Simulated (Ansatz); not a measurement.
# Energy ranking of Cd structures (sheets)

All numbers below come from Ansatz, DFT PBE, scalar-relativistic, plane waves, PAW. Settings: cutoff 420 eV, Γ-centred meshes spaced at most about 0.3 Å⁻¹, and about 0.25 Å⁻¹ or finer for metals (2π included), Gaussian smearing. No spin polarisation.

Energies count from the standard state of Cd at the same level.

These are static total energies at zero pressure. The comparison covers the computed candidates alone.

Invented guesses were relaxed alike, and ends that match in structure were merged. ΔE counts from the first row. Coordination counts all near atoms (those within 1.25 times the shortest distance at each site). All are two-dimensional sheets, periodic along a and b, with vacuum along c.

```json
{"#": "1", "reached from": "random sheet", "layer group": "p4/mmm (No. 61)", "atoms": "2", "Å²/atom": "4.3", "coordination": "Cd 5", "ΔE (meV/atom)": "0", "gap on mesh (eV)": "0.00"}
{"#": "2", "reached from": "random sheet", "layer group": "p4/mmm (No. 61)", "atoms": "1", "Å²/atom": "8.6", "coordination": "Cd 4", "ΔE (meV/atom)": "136", "gap on mesh (eV)": "0.00"}
{"#": "3", "reached from": "random sheet", "layer group": "p6/mmm (No. 80)", "atoms": "3", "Å²/atom": "10.1", "coordination": "Cd 4", "ΔE (meV/atom)": "211", "gap on mesh (eV)": "0.00"}
```

The lowest: Layer group p4/mmm (No. 61), a = 2.930 Å, b = 2.930 Å, γ = 90.0°, thickness 3.08 Å between the outermost nuclei. Cd at height 0.00 Å has 5 Cd at 2.93–3.08 Å. Its energy over the standard state is +0.27 eV/atom. So it is a metastable form at best.

```cif
data_structure
_symmetry_space_group_name_H-M 'P 1'
_symmetry_Int_Tables_number 1
_cell_length_a 2.9300
_cell_length_b 2.9300
_cell_length_c 29.1303
_cell_angle_alpha 90.000
_cell_angle_beta 90.000
_cell_angle_gamma 90.000
_cell_volume 250.07
loop_
_atom_site_label
_atom_site_type_symbol
_atom_site_fract_x
_atom_site_fract_y
_atom_site_fract_z
_atom_site_occupancy
Cd1 Cd 0.50000 0.50000 0.23891 1
Cd2 Cd 0.50000 0.50000 0.34468 1
```

The second: Layer group p4/mmm (No. 61), a = 2.938 Å, b = 2.943 Å, γ = 90.0°, thickness 0.00 Å between the outermost nuclei. Cd at height 0.00 Å has 4 Cd at 2.94 Å. Counting all near atoms, the first has Cd 5 and the second has Cd 4. Cells relaxed within their symmetry can be saddle points.

```cif
data_structure
_symmetry_space_group_name_H-M 'P 1'
_symmetry_Int_Tables_number 1
_cell_length_a 2.9382
_cell_length_b 2.9431
_cell_length_c 23.8000
_cell_angle_alpha 90.000
_cell_angle_beta 90.000
_cell_angle_gamma 90.000
_cell_volume 205.81
loop_
_atom_site_label
_atom_site_type_symbol
_atom_site_fract_x
_atom_site_fract_y
_atom_site_fract_z
_atom_site_occupancy
Cd1 Cd 0.00000 0.00000 0.29412 1
```

Some structure types and database cells were kept out of the candidates from the start, so a known form may be missing.
